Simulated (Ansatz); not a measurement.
The calculation used DFT PBE, scalar-relativistic, plane waves, PAW in Ansatz 0.2.0. Settings: cutoff 420 eV, Γ-centred meshes spaced at most about 0.3 Å⁻¹, and about 0.25 Å⁻¹ or finer for metals (2π included), Gaussian smearing. No spin polarisation in the final relaxations.

Temperature and zero-point effects are left out.

Two relaxed structures of As:

A.

Space group Ia-3 (No. 206). a = 7.446 Å, b = 7.446 Å, c = 7.446 Å, α = 90.00°, β = 90.00°, γ = 90.00°
```tsv
atom	site	symmetry	x	y	z
As	16c	.3.	0.0967	0.0967	0.0967
```

B.

Space group I2_13 (No. 199). a = 5.810 Å, b = 5.810 Å, c = 5.810 Å, α = 90.00°, β = 90.00°, γ = 90.00°
```tsv
atom	site	symmetry	x	y	z
As	8a	.3.	0.0365	0.0365	0.0365
```

Question: Which form is favoured at zero pressure, and by what margin per atom?

Answer: B is lower, by 216 meV/atom. A has space group Ia-3 (No. 206), 25.8 Å³/atom and no gap on its mesh; B has space group I2_13 (No. 199), 24.5 Å³/atom and a gap of 0.82 eV. Counting all near atoms (those within 1.25 times the shortest such distance or 1.15 times the sum of covalent radii, 1.27 where that leaves under three), A has As 4 and B has As 3. The denser one is the lower, and pressure would at first widen the difference. In A, around As lie 1 As at 2.50 Å and 3 As at 2.70 Å. In B, around As lie 3 As at 2.52 Å. Both come from invented guesses. The part of the Crystallography Open Database at hand lists As in space groups No. 64, 166; no cell shown has one of them.

Kohn–Sham gaps at this level usually fall short of measured ones. With atoms moved at random, I2_13 came back. Other cells relaxed within their symmetry can be saddle points.
